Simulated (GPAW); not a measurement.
Runs of GPAW 26.7.0 on Hf. The structure is hexagonal, space group P6_3/mmc (No. 194). Conventional cell: a = 3.197 Å, b = 3.197 Å, c = 5.058 Å, α = 90.00°, β = 90.00°, γ = 120.00°. Hf (site symmetry -6m2) is surrounded by 12 Hf at 3.13 to 3.20 Å. 

| task | level | potentials or basis | cell | k mesh | cutoff (eV) | maxiter | convergence | optimizer | fmax | max steps | mesh quality | gap on the mesh (eV) | pressure (GPa) | relaxed volume (Å³/atom) |
| --- | --- | --- | --- | --- | --- | --- | --- | --- | --- | --- | --- | --- | --- | --- |
| single point | r2SCAN | GPAW PAW data sets (gpaw-data 1.2.1), pw | as given | 8 × 8 × 4 | 500 | 120 | default | - | - | - | not flagged | none | 0.0 | - |
| relaxation of cell and atoms | PBEsol+D3 | PAW data sets generated in the run's folder for this functional, pw | relaxed | 8 × 8 × 5 | 600 | 150 | density=1e-05 forces=0.0001 | BFGS | 0.02 eV/Å | 60 | not flagged | none | 0.0 | (a) |
| relaxation of cell and atoms | PBEsol | PAW data sets generated in the run's folder for this functional, pw | relaxed | 8 × 8 × 5 | 600 | 150 | density=1e-05 forces=0.0001 | BFGS | 0.02 eV/Å | 60 | not flagged | none | 0.1 | 21.72 |
| hybrid scf | TPSSh | GPAW PAW data sets (gpaw-data 1.2.1), pw | as given | 4 × 4 × 2 | 500 | 40 | - | - | - | - | coarse | none | - | - |
| relaxation of cell and atoms | PBEsol+D4 | PAW data sets generated in the run's folder for this functional, pw | relaxed | 8 × 8 × 5 | 600 | 150 | density=1e-05 forces=0.0001 | BFGS | 0.02 eV/Å | 60 | not flagged | none | 0.1 | 21.55 |

Alike in all rows: no spin polarisation; smearing fermi-dirac 0.05 eV.

Question: Fill in the values left out.

Answer: (a) 21.14.

Caveats: some runs use coarse meshes; later steps reuse the first step's grids (some runs); the PAW data sets were made with another functional, which shifts forces and pressure a little (some runs); pairwise dispersion overbinds metals, which lowers pressure and volume (some runs); the cutoff is short for stress and forces, so pressures can be off by a GPa or more (some runs); exact exchange converges slowly with the k mesh, and this mesh is small (some runs); the scaled meta-GGA exchange is a class typed in the script (some runs).

A k mesh can miss the band edges, and the runs leave out spin-orbit coupling on Hf.

A gap of «none» marks a metal or a gap under the smearing width.

Runs at the PBE level aren't shown here.
